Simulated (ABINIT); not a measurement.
Runs of ABINIT 10.8.3 (patched build) on Ti. Symmetry: Im-3m, No. 229, cubic system. The conventional cell has a = 3.282 Å, b = 3.282 Å, c = 3.282 Å, α = 90.00°, β = 90.00°, γ = 90.00°. Around Ti (site symmetry m-3m) lie 8 Ti at 2.84 Å. This isn't the form of Ti at room conditions, which is hcp.

```tsv
task	level	potentials or basis	k mesh	cutoff (eV)	fine-grid cutoff	dispersion computed by	mesh quality	gap on the mesh (eV)	pressure (GPa)	V0 of scaled cells (Å³/atom)	B0 (GPa)
single point	r2SCAN	JTH PAW PBE v2.0	7 × 7 × 7	490	979.61 eV	-	coarse	none	-3.3	-	-
equation of state	PW91+D4	JTH PAW PBE v2.0	11 × 11 × 11	408	816.342 eV	dftd4 4.3.1	not flagged	-	-	16.92	(a)
equation of state	BLYP+D4	JTH PAW PBE v2.0	11 × 11 × 11	408	816.342 eV	dftd4 4.3.1	not flagged	-	-	17.08	110
single point	r2SCAN	JTH PAW PBE v2.0	4 × 4 × 4	490	979.61 eV	-	coarse	none	(b)	-	-
```

Alike in all rows: no spin polarisation; cell as given; smearing fermi-dirac 0.05 eV.

Fill in the values left out.

(a) 108; (b) -3.6.

Caveats: some runs use coarse meshes; the PAW data sets were made with another functional, which shifts forces and pressure a little; pressures at fixed basis lie under the slope of the energies (some runs).

A gap of «none» marks a metal or a gap under the smearing width.

Runs at the PBE level aren't shown here.
